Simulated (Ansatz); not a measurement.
Run on CsI: DFT, r2SCAN, PAW with Ansatz's default frozen-core files, scalar-relativistic (Ansatz 0.2.0). This run: cell and atoms relaxed.

The cell is entry 9008790 of the Crystallography Open Database, unrelaxed.

Command: `ansatz run input.yaml --threads 1 --pin off --max-ram 2048MiB --backend cpu --events-out ev --progress --plain --runs-dir out` It took 22 s on 1 thread of Arm Neoverse V1, with other jobs on the host, peak memory 0.57 GiB.

```yaml
crystal:
  lattice:
    - [4.5667, 0.0, 0.0]
    - [0.0, 4.5667, 0.0]
    - [0.0, 0.0, 4.5667]
  atoms:
    - { symbol: Cs, position: [0.0, 0.0, 0.0] }
    - { symbol: I, position: [0.5, 0.5, 0.5] }
kpoints:
  mp_grid: { grid: [7, 7, 7] }
scf:
  occupations: { method: fermi_dirac, width: 0.02 }
hamiltonian:
  xc: r2scan
  pseudopotentials: { kind: paw }
output:
  forces: true
  stress: true
relax:
  f_tol: 0.005
  max_steps: 50
  cell: {}
```

Output:

```
Engine: ansatz 0.2.0
Pseudopotentials: kind: paw
Pseudopotential: Cs, paw, valence charge 9, recommended cutoff 500 eV (meta_gga), Cs.paw.azcp
Pseudopotential: I, paw, valence charge 17, recommended cutoff 500 eV (meta_gga), I.paw.azcp
Functional definition: r2SCAN
  parameter k0 = 0.174
  parameter k1 = 0.065
  parameter a1 = 4.9479
  exchange = r2scan_x(k0 = k0, k1 = k1, a1 = a1)
  correlation = r2scan_c
Crystal: 2 atoms, lattice volume = 95.237 Å³
Basis set: ecut = 500 eV, 2469 PW (Γ), exchange–correlation on 144×144×144 points (64 copies of the dense FFT grid, shifted against one another)
Bands: 17, of which v1, the nominal top of the filled ones, is band 13 counted from 1 (12 counted from 0)
Symmetry: 48 space group operations
Space group: Pm-3m (ITA 221), of the structure as read, at distance tolerance 4.6e-5 Å
k-points: 20 of 343
Non-local potential: Cs, projectors of the file, l = 0: 3, l = 1: 2, l = 2: 2, l = 3: 2
Non-local potential: I, projectors of the file, l = 0: 2, l = 1: 2, l = 2: 2, l = 3: 2
PAW form: soft (Blöchl's): semilocal exchange-correlation on the pseudo side does not see the compensation charge
PAW frozen core: Cs, regenerated for the run's functional (the file was generated under x = pbe(κ = 0.804, μ = 0.2195149727645171), c = pbe(β = 0.06672455060314922))
PAW frozen core: I, regenerated for the run's functional (the file was generated under x = pbe(κ = 0.804, μ = 0.2195149727645171), c = pbe(β = 0.06672455060314922))
PAW one-centre angular grid: Cs, 302 points (default); XC on 160 Gauss nodes
PAW one-centre angular grid: I, 590 points (default); XC on 160 Gauss nodes
Initial density: superposition of atomic densities (neutral atoms: chi_scale 0, normalization atom), corrected by the library's trained network
Initial wavefunctions: pseudopotential atomic-orbital guess
Functional: x = r2scan, c = r2scan; τ floored in thin density (d = 2e-4 eV/Å³)
SCF iter   1: F=—  HF=-13217.492518 eV  |F-HF|=—  |Δ(HF+E_count)|=         —  Δρ=2.50e-3  dr2=6.50e-3  dr2_τ=6.70e-4  ethr=1.77e-3  ⟨swp⟩=7.7  Hψ=1993  notcnv=0
preconditioner: auto → Resta (q_TF=auto, 2.197 Å⁻¹)  ε∞=2.5  [insulator: Δε(μ)=4.681 eV  Ē_g=11.566 eV  σ=0.020 eV  W_gap=1.00  n_scr=18 (ndim 8)  ℏωp=14.2 eV  f_vac=0.023  D(μ)=0.00/eV (n_scr^D=0)  ε∞_Penn≈2.5]
SCF iter   2: F=—  HF=-13217.505212 eV  |F-HF|=—  |Δ(HF+E_count)|=   1.27e-2  Δρ=1.21e-3  dr2=1.62e-3  dr2_τ=7.37e-5  ethr=2.50e-5  ⟨swp⟩=3.1  Hψ=816  notcnv=0
SCF iter   3: F=—  HF=-13217.504802 eV  |F-HF|=—  |Δ(HF+E_count)|=   4.10e-4  Δρ=2.22e-4  dr2=4.52e-5  dr2_τ=6.01e-6  ethr=6.23e-6  ⟨swp⟩=3.0  Hψ=747  notcnv=0
SCF iter   4: F=—  HF=-13217.504834 eV  |F-HF|=—  |Δ(HF+E_count)|=   3.19e-5  Δρ=8.33e-5  dr2=1.07e-5  dr2_τ=1.78e-7  ethr=1.74e-7  ⟨swp⟩=2.4  Hψ=681  notcnv=0
SCF iter   5: F=—  HF=-13217.504835 eV  |F-HF|=—  |Δ(HF+E_count)|=   1.35e-6  Δρ=1.27e-5  dr2=2.59e-7  dr2_τ=7.27e-9  ethr=4.12e-8  ⟨swp⟩=2.0  Hψ=600  notcnv=0
SCF iter   6: F=-13217.504835 eV  HF=-13217.504835 eV  |F-HF|=1.62e-8  |Δ(HF+E_count)|=   4.13e-8  Δρ=3.35e-6  dr2=2.08e-8  dr2_τ=4.42e-10  ethr=3.85e-10  ⟨swp⟩=5.0  Hψ=1206  notcnv=0
SCF 1 converged in 6 iterations: F = -13217.504835 eV  dr2 = 2.08e-8
  greatest PAW one-centre occupation: 0.999 electrons in one spin orbital (limit 2), on the I atom at site 1 (counted from 0), in its partial waves of l = 2
relax step   1: F+E_penalty+E_count = -13217.50483529 eV  Δ(F+E_penalty+E_count) = +0.000e0 eV  max|allowed force component| = 1.971e-28 eV/Å  Δτ_max = 0.0000 Å  P = +0.377 GPa  Ω = 95.237 Å³  (6 SCF iters, dr2 threshold 1.00e-7 eV, accepted)
Crystal: 2 atoms, lattice volume = 96.257 Å³
Initial density: handed on by an earlier stage of this run
Initial wavefunctions: those handed on with the density
iter 1 solved again at ethr=2.85e-7 eV; its pass at ethr=3.10e-3 eV (dr2=7.42e-5 eV) is discarded
SCF iter   1: F=—  HF=-13217.505595 eV  |F-HF|=—  |Δ(HF+E_count)|=         —  Δρ=2.32e-4  dr2=1.53e-4  dr2_τ=2.46e-4  ethr=2.85e-7  ⟨swp⟩=3.0  Hψ=2461  notcnv=0
eigensolver tolerance schedule calibrated: the retry pair's looser diagonalisation under-reported the residual by θ = 0.51 (0.13/decade); ethr = c·dr2/N_el runs at the constant in force after the calibration composes with the one it found (an armed cap, an earlier calibration), c = 6.1e-2
preconditioner: auto → Resta (q_TF=auto, 2.194 Å⁻¹)  ε∞=2.5  [insulator: Δε(μ)=4.605 eV  Ē_g=11.532 eV  σ=0.020 eV  W_gap=1.00  n_scr=18 (ndim 8)  ℏωp=14.2 eV  f_vac=0.023  D(μ)=0.00/eV (n_scr^D=0)  ε∞_Penn≈2.5]
SCF iter   2: F=—  HF=-13217.506720 eV  |F-HF|=—  |Δ(HF+E_count)|=   1.12e-3  Δρ=1.33e-4  dr2=4.77e-5  dr2_τ=1.86e-7  ethr=2.85e-7  ⟨swp⟩=2.1  Hψ=617  notcnv=0
SCF iter   3: F=—  HF=-13217.506699 eV  |F-HF|=—  |Δ(HF+E_count)|=   2.06e-5  Δρ=5.53e-5  dr2=4.21e-6  dr2_τ=1.71e-7  ethr=1.13e-7  ⟨swp⟩=3.0  Hψ=577  notcnv=0
SCF iter   4: F=-13217.506702 eV  HF=-13217.506702 eV  |F-HF|=1.37e-7  |Δ(HF+E_count)|=   2.88e-6  Δρ=1.01e-5  dr2=1.49e-7  dr2_τ=5.94e-9  ethr=4.73e-10  ⟨swp⟩=3.6  Hψ=1518  notcnv=0
SCF 2 converged in 4 iterations: F = -13217.506702 eV  dr2 = 1.49e-7
  greatest PAW one-centre occupation: 0.998 electrons in one spin orbital (limit 2), on the I atom at site 1 (counted from 0), in its partial waves of l = 2
relax step   2: F+E_penalty+E_count = -13217.50670194 eV  Δ(F+E_penalty+E_count) = -1.867e-3 eV  max|allowed force component| = 1.003e-29 eV/Å  Δτ_max = 0.0000 Å  P = +0.231 GPa  Ω = 96.257 Å³  energy of the carried Pulay correction = -6.489e-5 eV  (4 SCF iters, dr2 threshold 2.00e-7 eV, accepted)
Crystal: 2 atoms, lattice volume = 97.904 Å³
Basis set: ecut = 500 eV, 2517 PW (Γ), exchange–correlation on 144×144×144 points (64 copies of the dense FFT grid, shifted against one another)
iter 1 solved again at ethr=1.59e-6 eV; its pass at ethr=3.10e-3 eV (dr2=4.13e-4 eV) is discarded
SCF iter   1: F=—  HF=-13217.504866 eV  |F-HF|=—  |Δ(HF+E_count)|=         —  Δρ=3.76e-4  dr2=4.04e-4  dr2_τ=6.25e-4  ethr=1.59e-6  ⟨swp⟩=2.1  Hψ=2509  notcnv=0
preconditioner: auto → Resta (q_TF=auto, 2.187 Å⁻¹)  ε∞=2.5  [insulator: Δε(μ)=4.544 eV  Ē_g=11.501 eV  σ=0.020 eV  W_gap=1.00  n_scr=18 (ndim 8)  ℏωp=14.0 eV  f_vac=0.024  D(μ)=0.00/eV (n_scr^D=0)  ε∞_Penn≈2.5]
SCF iter   2: F=—  HF=-13217.507888 eV  |F-HF|=—  |Δ(HF+E_count)|=   3.02e-3  Δρ=2.15e-4  dr2=1.29e-4  dr2_τ=4.79e-7  ethr=1.55e-6  ⟨swp⟩=2.6  Hψ=602  notcnv=0
[... lines left out ...]
SCF iter   5: F=-13217.507839 eV  HF=-13217.507839 eV  |F-HF|=1.25e-8  |Δ(HF+E_count)|=   5.72e-7  Δρ=5.14e-6  dr2=3.52e-8  dr2_τ=9.15e-10  ethr=5.12e-10  ⟨swp⟩=5.1  Hψ=1209  notcnv=0
SCF 3 converged in 5 iterations: F = -13217.507839 eV  dr2 = 3.52e-8
relax step   3: F+E_penalty+E_count = -13217.50783945 eV  Δ(F+E_penalty+E_count) = -1.138e-3 eV  max|allowed force component| = 2.120e-30 eV/Å  Δτ_max = 0.0000 Å  P = +0.014 GPa  Ω = 97.904 Å³  energy of the carried Pulay correction = -1.683e-4 eV  (5 SCF iters, dr2 threshold 1.33e-7 eV, accepted)
Initial wavefunctions: pseudopotential atomic-orbital guess (no wavefunctions were taken with the density)
iter 1 solved again at ethr=3.83e-7 eV; its pass at ethr=3.10e-3 eV (dr2=9.96e-5 eV) is discarded
SCF iter   1: F=—  HF=-13217.507749 eV  |F-HF|=—  |Δ(HF+E_count)|=         —  Δρ=1.30e-4  dr2=3.53e-7  dr2_τ=1.32e-7  ethr=3.83e-7  ⟨swp⟩=3.8  Hψ=2948  notcnv=0
preconditioner: auto → Resta (q_TF=auto, 2.187 Å⁻¹)  ε∞=2.5  [insulator: Δε(μ)=4.538 eV  Ē_g=11.513 eV  σ=0.020 eV  W_gap=1.00  n_scr=18 (ndim 8)  ℏωp=14.0 eV  f_vac=0.024  D(μ)=0.00/eV (n_scr^D=0)  ε∞_Penn≈2.5]
SCF iter   2: F=—  HF=-13217.508001 eV  |F-HF|=—  |Δ(HF+E_count)|=   2.52e-4  Δρ=6.54e-5  dr2=9.35e-8  dr2_τ=1.58e-6  ethr=1.36e-9  ⟨swp⟩=2.3  Hψ=558  notcnv=0
SCF iter   3: F=—  HF=-13217.508014 eV  |F-HF|=—  |Δ(HF+E_count)|=   1.28e-5  Δρ=1.97e-6  dr2=1.65e-9  dr2_τ=8.03e-10  ethr=3.60e-10  ⟨swp⟩=2.0  Hψ=500  notcnv=0
SCF iter   4: F=—  HF=-13217.508014 eV  |F-HF|=—  |Δ(HF+E_count)|=   2.11e-8  Δρ=4.78e-7  dr2=3.39e-10  dr2_τ=1.10e-11  ethr=6.35e-12  ⟨swp⟩=2.5  Hψ=518  notcnv=0
SCF iter   5: F=-13217.508014 eV  HF=-13217.508014 eV  |F-HF|=9.09e-11  |Δ(HF+E_count)|=  1.31e-10  Δρ=1.55e-7  dr2=1.30e-11  dr2_τ=3.32e-12  ethr=1.00e-12  ⟨swp⟩=5.5  Hψ=1690  notcnv=0
SCF 4 converged in 5 iterations: F = -13217.508014 eV  dr2 = 1.30e-11
relax step   4: F+E_penalty+E_count = -13217.50801420 eV  Δ(F+E_penalty+E_count) = -1.748e-4 eV  max|allowed force component| = 2.136e-30 eV/Å  Δτ_max = 0.0000 Å  P = +0.015 GPa  Ω = 97.904 Å³  stress off target by 1.47e-2 GPa  SCF on the basis re-selected at this cell (its energy is not comparable with the rows above)  (5 SCF iters)
basis re-selected at this cell: Δ(F+E_penalty+E_count) = -1.748e-4 eV, ΔP = +0.001 GPa vs the last step (what re-selecting the basis moved, of the pressure what is left beyond the Pulay correction that the steps carried, after the strain that the cell walked since its last selection, with what the two solves' SCF thresholds leave and, on support functions, any second-order correction that the steps lacked; it is no measure of the basis error at this ecutwfc). This SCF's stress stands 1.47e-2 GPa from its target on what of the cell is left free (relax.cell.stress_tol is 5.00e-2 GPa) and its largest allowed force component is 2.14e-30 eV/Å (relax.f_tol is 5.00e-3 eV/Å): within both
SCF converged after 5 iterations
Free energy (F): -13217.508014 eV
Harris-Foulkes:  -13217.508014 eV  (|F-HF|=9.09e-11)
Internal energy: -13217.508014 eV  (E = F + TS)
E sigma→0 (E₀):  -13217.508014 eV
Fermi energy:    5.699538 eV
--- Per-component energies (eV) ---
  E_band       = -459.936891
  E_kinetic    = 331.316090
  E_local      = -2477.539304  (includes V_loc(G=0)·N_el)
  E_nonlocal   = -60.828068
  E_hartree    = 1229.599289
  E_xc         = -284.133444
  E_vxc        = -278.289394  (∫ρ·V_xc dr)
  E_paw        = -9932.766960  (= ΣΔE_a)
  E_vpaw       = -448.717508  (= ΣTr[D̂ρ^β])
  E_aug_tail   = -0.000036  (compensation charges beyond the density's cutoff)
  E_vtau       = 14.922773  (kinetic-family band-sum trace: ∫τ·v_τ [+ j·A + Jᵃ·Aᵃ] dr)
  E_ewald      = -2023.278513
  E_core_change = 0.122932  (= ΣΔE_core)
  E_smearing   = -0.000000  (= −TS)
  E_closure    = 0.000000  (closes the sum)
  Σ components = -13217.508014   (vs F -13217.508014, Δ=0.00e0)
--- Forces (eV/Å), atoms counted from 1 ---
  atom   1  Cs    -0.00000000     0.00000000     0.00000000
  atom   2  I      0.00000000    -0.00000000    -0.00000000
  max |Σ_I F_I| component: 4.14e-30 eV/Å
--- Stress (GPa, compression-positive) ---
        0.014728       0.000000       0.000000
        0.000000       0.014728       0.000000
        0.000000       0.000000       0.014728
  P = ⅓ Tr σ = 0.0147 GPa (0.147 kbar)
--- Relaxed structure (3 steps of the walk, 3 accepted, 1 SCFs on fresh bases) ---
  F+E_penalty+E_count = -13217.50801420 eV   max|allowed force component| = 2.136e-30 eV/Å   (the final SCF, on the basis selected at the relaxed cell)
  cell:  # Å, volume = 97.9042 Å³
    - [4.608933555122211, 1.0311749910573326e-33, 2.728400754548584e-34]
    - [1.2879656503089638e-33, 4.608933555122211, 0.0]
    - [-2.407412430484045e-34, 0.0, 4.608933555122211]
  atoms:
    - { symbol: Cs, position: [5.271667585921823e-36, -1.2018348009004753e-45, 8.786112609108432e-37] }
    - { symbol: I, position: [0.5, 0.5, 0.5] }
```

Next run, as changes to the input before:

```diff
   lattice:
-    - [4.5667, 0.0, 0.0]
-    - [0.0, 4.5667, 0.0]
-    - [0.0, 0.0, 4.5667]
+    - [4.6089335551, 0.0, 0.0]
+    - [0.0, 4.6089335551, 0.0]
+    - [0.0, 0.0, 4.6089335551]
   atoms:
   stress: true
-relax:
-  f_tol: 0.005
-  max_steps: 50
-  cell: {}
+  eigenvalues: true
+  populations: true
```

Command: `ansatz run input.yaml --threads 1 --pin off --max-ram 2048MiB --backend cpu --events-out ev --progress --plain --runs-dir out` It took 8.4 s on 1 thread of Arm Neoverse V1, on a shared host, peak memory 0.55 GiB.

Results part of the output:

```
SCF 1 converged in 7 iterations: F = -13217.508014 eV  dr2 = 6.39e-9
  greatest PAW one-centre occupation: 0.998 electrons in one spin orbital (limit 2), on the I atom at site 1 (counted from 0), in its partial waves of l = 2
SCF converged after 7 iterations
Free energy (F): -13217.508014 eV
Harris-Foulkes:  -13217.508014 eV  (|F-HF|=5.33e-9)
Internal energy: -13217.508014 eV  (E = F + TS)
E sigma→0 (E₀):  -13217.508014 eV
Fermi energy:    5.699503 eV
--- Per-component energies (eV) ---
  E_band       = -459.939783
  E_kinetic    = 331.316289
  E_local      = -2477.542429  (includes V_loc(G=0)·N_el)
  E_nonlocal   = -60.827730
  E_hartree    = 1229.602175
  E_xc         = -284.133621
  E_vxc        = -278.289645  (∫ρ·V_xc dr)
  E_paw        = -9932.767083  (= ΣΔE_a)
  E_vpaw       = -448.718334  (= ΣTr[D̂ρ^β])
  E_aug_tail   = -0.000036  (compensation charges beyond the density's cutoff)
  E_vtau       = 14.922795  (kinetic-family band-sum trace: ∫τ·v_τ [+ j·A + Jᵃ·Aᵃ] dr)
  E_ewald      = -2023.278513
  E_core_change = 0.122932  (= ΣΔE_core)
  E_smearing   = -0.000000  (= −TS)
  E_closure    = -0.000000  (closes the sum)
  Σ components = -13217.508014   (vs F -13217.508014, Δ=0.00e0)
--- Forces (eV/Å), atoms counted from 1 ---
  atom   1  Cs     0.00000000     0.00000000     0.00000000
  atom   2  I     -0.00000000    -0.00000000     0.00000000
  max |Σ_I F_I| component: 8.41e-30 eV/Å
--- Stress (GPa, compression-positive) ---
        0.014667       0.000000       0.000000
       -0.000000       0.014667       0.000000
        0.000000       0.000000       0.014667
  P = ⅓ Tr σ = 0.0147 GPa (0.147 kbar)
--- Band table (eV; the first three rows and the last of 20) ---
  k-point 0: bands = ["-40.2851", "-40.2851", "-40.2851", "-40.2831", "-40.2831", "-17.5447", "-7.4848", "-3.8908", "-3.8908", "-3.8908", "3.3376", "3.3376", "3.3376", "7.9425", "8.0930", "8.0930", "11.7976"]
  k-point 1: bands = ["-40.2851", "-40.2851", "-40.2851", "-40.2831", "-40.2831", "-17.5403", "-7.4859", "-3.9176", "-3.8801", "-3.8801", "3.0048", "3.3142", "3.3142", "8.2151", "8.3438", "8.5551", "11.7193"]
  k-point 2: bands = ["-40.2851", "-40.2851", "-40.2851", "-40.2831", "-40.2830", "-17.5306", "-7.4897", "-3.9705", "-3.8558", "-3.8558", "2.4018", "3.2604", "3.2604", "8.5620", "9.2571", "9.6392", "11.6833"]
  k-point 19: bands = ["-40.2852", "-40.2852", "-40.2852", "-40.2829", "-40.2829", "-17.4843", "-7.2287", "-4.1227", "-4.1149", "-4.1149", "2.2430", "2.2430", "2.3125", "10.4145", "10.8229", "10.8229", "11.8942"]
--- Löwdin populations: 2 sites ---
  site symbol       q [e]
     0     Cs      8.2610
     1      I     17.6715
  spilling = 0.002593 (of n_electrons = 26.000000)
```

Spin–orbit coupling is left out, which matters for the heavy atoms. The PAW files were made under PBE.
